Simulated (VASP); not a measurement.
Here is a VASP 6.6.1 calculation.

The input INCAR:

```
SYSTEM = CdTe
  PREC = Accurate
  ENCUT = 520
  EDIFF = 1E-7
  ISMEAR = 0
  SIGMA = 0.05
  LREAL = .False.
  LASPH = .True.
  NELM = 100
  ALGO = Normal
  ISIF = 2
  LWAVE = .False.
  LCHARG = .False.
  GGA = PE
  NBANDS = 16
```

The input KPOINTS:

```
regular mesh
0
Gamma
  8 8 8
  0 0 0
```

File POSCAR:

```
CdTe
1.0
    0.0000000000      3.2050000000      3.2851250000
    3.2050000000      0.0000000000      3.2851250000
    3.2050000000      3.2050000000      0.0000000000
Cd Te
1 1
Direct
    0.0000000000      0.0000000000      0.0000000000
    0.7500000000      0.7500000000      0.7500000000
```

Potentials or basis: VASP PAW PBE potentials, release 64 (Cd, Te).

Launch:

```console
$ cat potpaw_PBE.64/Cd/POTCAR potpaw_PBE.64/Te/POTCAR > POTCAR
$ mpirun -np 1 vasp_std > vasp.out
```

(1) Predict the band gap on the k mesh.

(2) Predict the pressure.

Answers

(1) 0.77 eV, direct.

(2) 3.1 GPa.

Caveat: spin-orbit coupling is left out, which moves the levels of the heavy elements.
